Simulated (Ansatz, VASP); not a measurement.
**One calculation of Na, two programs**

File INCAR:

```
SYSTEM = Na
PREC = Accurate
ENCUT = 520
EDIFF = 1E-7
ISMEAR = 1
SIGMA = 0.2
LREAL = .FALSE.
LASPH = .TRUE.
NELM = 80
ALGO = Normal
ISIF = 2
LWAVE = .FALSE.
LCHARG = .TRUE.
GGA = PE
LELF = .TRUE.
LVHAR = .TRUE.
NBANDS = 10
```

Contents of KPOINTS:

```
regular mesh
0
G
  11 11 11
  0 0 0
```

POSCAR

```
Na
1.0
   -2.0985562613      2.0985562613      2.0985562613
    2.0985562613     -2.0985562613      2.0985562613
    2.0985562613      2.0985562613     -2.0985562613
Na
1
Direct
    0.0000000000      0.0000000000      0.0000000000
```

Input for Ansatz:

```yaml
crystal:
  lattice:
    - [-2.0985562613, 2.0985562613, 2.0985562613]
    - [2.0985562613, -2.0985562613, 2.0985562613]
    - [2.0985562613, 2.0985562613, -2.0985562613]
  atoms:
    - { symbol: Na, position: [0.0, 0.0, 0.0] }
hamiltonian:
  xc: pbe
  pseudopotentials:
    kind: paw
    azcp:
      Na: "pseudopotentials/Na.paw.azcp"
basis:
  ecutwfc: 420
  fft_grid_basis: typed
kpoints:
  mp_grid: { grid: [11, 11, 11], shift: [0, 0, 0] }
magnetization:
  spin_polarized: false
scf:
  occupations: { method: methfessel_paxton, width: 0.2 }
  lower_state_search: "off"
output:
  stress: true
```

Alike in both runs: task single point; functional PBE; k mesh 11 × 11 × 11; occupations methfessel-paxton of order 1, width 0.2 eV; no spin polarisation.

|  | VASP | Ansatz |
| --- | --- | --- |
| version | VASP 6.6.1 | Ansatz 0.2.0 |
| potentials or method | VASP PAW PBE potentials, release 64 (Na_pv) | plane waves (420 eV) with PAW, scalar-relativistic |
| plane-wave cutoff (eV) | 520 | 420 |
| valence electrons in the cell | 7 | 9 |

|  | VASP | Ansatz | Ansatz less VASP |
| --- | --- | --- | --- |
| pressure (GPa) | 0.0 | 0.0 | 0.00 |

The two sets of potentials don't hold the same shells in valence.
